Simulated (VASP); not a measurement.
CsSnBr3:

```
CELL_PARAMETERS angstrom
5.83901 0.00000 0.00000
0.00000 5.83901 0.00000
0.00000 0.00000 5.83901
ATOMIC_POSITIONS crystal
Cs 0.00000 0.00000 0.00000
Sn 0.50000 0.50000 0.50000
Br 0.00000 0.50000 0.50000
Br 0.50000 0.50000 0.00000
Br 0.50000 0.00000 0.50000
```

The cell is a database's computed one.

Base run:

| Quantity | Value |
| --- | --- |
| Program | VASP 6.6.1 |
| Functional | PBEsol |
| Potentials or basis | VASP PAW PBE potentials, release 64 (Cs_sv, Sn_d, Br) |
| Cutoff | 520 eV |
| k mesh | 6 × 6 × 6 |
| Occupations | gaussian, width 0.02 eV |
| Spin | no spin polarisation |

Its results: band gap on the k mesh 0.42 eV, direct; pressure -0.8 GPa.

Task: The run is repeated on the same cell with these changes: functional from PBEsol to LDA; potentials or basis from VASP PAW PBE potentials, release 64 (Cs_sv, Sn_d, Br) to VASP PAW LDA potentials, release 64 (Cs_sv, Sn_d, Br). What comes out?

Result: Band gap on the k mesh 0.41 eV, direct; pressure -1.9 GPa.

Caveats: spin-orbit coupling is left out, which moves the levels of the heavy elements; the PAW data sets were made with another functional, which shifts forces and pressure a little (some runs).
